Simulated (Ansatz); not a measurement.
Molecular dynamics of Si16O

input.yaml

```yaml
accuracy: low
crystal:
  lattice:
    - [0.0, 5.43, 5.43]
    - [5.43, 0.0, 5.43]
    - [5.43, 5.43, 0.0]
  atoms:
    - { symbol: Si, position: [-0.02688707, 0.01478747, -0.0101345] }
    - { symbol: Si, position: [0.13200183, 0.10704134, 0.11849828] }
    - { symbol: Si, position: [0.0045224, 0.00968037, 0.52409249] }
    - { symbol: Si, position: [0.14295926, 0.14236517, 0.62187233] }
    - { symbol: Si, position: [0.00118821, 0.49207248, 0.00010448] }
    - { symbol: Si, position: [0.13715589, 0.62220875, 0.11206407] }
    - { symbol: Si, position: [-0.01562418, 0.53045347, 0.50217856] }
    - { symbol: Si, position: [0.12213768, 0.61955115, 0.6263789] }
    - { symbol: Si, position: [0.49179181, -0.00324572, -0.04642548] }
    - { symbol: Si, position: [0.55764336, 0.14436186, 0.11724326] }
    - { symbol: Si, position: [0.50814169, -0.00814975, 0.48203837] }
    - { symbol: Si, position: [0.64868845, 0.10076626, 0.59766044] }
    - { symbol: Si, position: [0.51040023, 0.54115289, -0.07372137] }
    - { symbol: Si, position: [0.63408551, 0.62381757, 0.10268895] }
    - { symbol: Si, position: [0.52523314, 0.46521421, 0.47261408] }
    - { symbol: Si, position: [0.64025271, 0.63830041, 0.56609277] }
    - { symbol: O, position: [0.34776995, 0.31060166, 0.25578794], spin: 1.0 }
magnetization:
  spin_polarized: true
basis:
  ecutwfc: 420.0
kpoints:
  mp_grid: { grid: [2, 2, 2] }
hamiltonian:
  xc: pbe
  pseudopotentials: { kind: paw, azcp: { folder: soft_1 } }
scf:
  occupations: { method: fermi_dirac, width: 0.02 }
  lower_state_search: "off"
md:
  timestep: 1
  n_steps: 110
  ensemble: nvt_nose_hoover
  temperature: 1680.0
  initial_velocities: maxwell_boltzmann
  seed: 156867
  nose_hoover: { tau: 50.0, chain_length: 3 }
```

Launched with:

```bash
$ ansatz run input.yaml --threads 1 --pin off --max-ram 3072MiB --backend cpu --events-out ev --progress --plain --runs-dir out
```

It goes on from the last frame of an earlier run, with new velocities.

Output, in part (warnings, step lines):

```
WARN: the starting moments were not kept: the SCF closed with an absolute magnetisation of 2.8e-5 μB, where they sum to 1 μB in size (1 site). That is at most 0.1 of that sum. Measured as dr2_m measures the in/out step, that magnetisation stands 2.0e-11 eV from none, at or under the dr2_threshold …
md step     0: t =     0.00 fs  T =  1680.0 K  F+E_penalty+E_count = -10735.24462179 eV  E_kin = 3.474509 eV  conserved = -10731.77011302 eV  (15 SCF iters)
md step     1: t =     1.00 fs  T =  1685.9 K  F+E_penalty+E_count = -10735.25671939 eV  E_kin = 3.486622 eV  conserved = -10731.77009631 eV  (7 SCF iters)
md step     2: t =     2.00 fs  T =  1686.9 K  F+E_penalty+E_count = -10735.25891656 eV  E_kin = 3.488826 eV  conserved = -10731.77007938 eV  (7 SCF iters)
md step     3: t =     3.00 fs  T =  1683.3 K  F+E_penalty+E_count = -10735.25143344 eV  E_kin = 3.481338 eV  conserved = -10731.77006409 eV  (7 SCF iters)
md step     4: t =     4.00 fs  T =  1675.1 K  F+E_penalty+E_count = -10735.23452183 eV  E_kin = 3.464417 eV  conserved = -10731.77004821 eV  (7 SCF iters)
md step     5: t =     5.00 fs  T =  1662.5 K  F+E_penalty+E_count = -10735.20845745 eV  E_kin = 3.438355 eV  conserved = -10731.77003018 eV  (7 SCF iters)
md step     6: t =     6.00 fs  T =  1645.7 K  F+E_penalty+E_count = -10735.17356659 eV  E_kin = 3.403500 eV  conserved = -10731.77000811 eV  (7 SCF iters)
md step     7: t =     7.00 fs  T =  1624.8 K  F+E_penalty+E_count = -10735.13028433 eV  E_kin = 3.360319 eV  conserved = -10731.76997590 eV  (7 SCF iters)
[... lines left out ...]
md step   110: t =   110.00 fs  T =  1343.7 K  F+E_penalty+E_count = -10732.37423567 eV  E_kin = 2.779002 eV  conserved = -10731.76758089 eV  (7 SCF iters)
```

The steps, from the saved trajectory:

```csv
time (fs),T (K),potential energy less start (eV),conserved less start (meV/atom)
0,1680,0.000,0.00
3,1683,-0.007,0.00
6,1646,0.071,0.01
9,1572,0.223,0.01
12,1475,0.427,0.03
15,1373,0.642,0.05
18,1292,0.819,0.07
21,1252,0.913,0.08
24,1266,0.901,0.08
27,1329,0.794,0.06
30,1420,0.634,0.03
33,1512,0.480,0.01
36,1575,0.392,-0.01
39,1586,0.414,-0.02
42,1538,0.565,-0.01
45,1437,0.824,0.02
48,1314,1.133,0.06
51,1208,1.407,0.09
54,1154,1.579,0.09
57,1159,1.635,0.07
60,1202,1.623,0.04
63,1246,1.620,0.02
66,1267,1.676,0.04
69,1277,1.762,0.08
72,1316,1.795,0.09
75,1392,1.759,0.05
78,1454,1.755,0.01
81,1450,1.890,0.00
84,1363,2.187,0.06
87,1256,2.510,0.17
90,1231,2.650,0.16
93,1286,2.619,0.08
96,1336,2.594,0.06
99,1342,2.657,0.09
102,1320,2.769,0.12
105,1303,2.863,0.15
108,1315,2.894,0.15
```

All steps were run. The conserved energy stayed within 0.19 meV per atom of its start (net change 0.15 meV per atom), so the integration is sound. The mean temperature of the second half is 22 % below the set value. A run of 0.11 ps of so small a system gives no equilibrium averages. Limits of this set-up: coarse k mesh, a small cell, in which the defect meets its images, low accuracy level.

Mean squared displacements from the first frame to the last, about the centre of mass: Si 0.47 Å², O 0.23 Å².

Last frame:

```xyz
17
Lattice="0.0000 5.4300 5.4300 5.4300 0.0000 5.4300 5.4300 5.4300 0.0000" Properties=species:S:1:pos:R:3
Si -0.701 0.225 -0.468
Si 0.890 1.002 1.395
Si 2.615 2.450 0.134
Si 3.932 3.696 1.829
Si 2.477 -0.277 2.581
Si 2.995 1.321 4.184
Si 5.501 1.909 2.709
Si 6.842 3.629 4.122
Si 0.443 2.821 3.034
Si 1.230 4.611 4.039
Si 3.183 5.663 2.385
Si 4.198 7.044 4.072
Si 2.328 3.141 5.662
Si 4.312 4.090 7.069
Si 5.488 5.223 5.299
Si 6.987 6.368 6.629
O 3.501 3.103 3.436
```

Time of the run: 32 min on 1 thread of Arm Neoverse V1, on a shared host, peak memory 0.66 GiB.
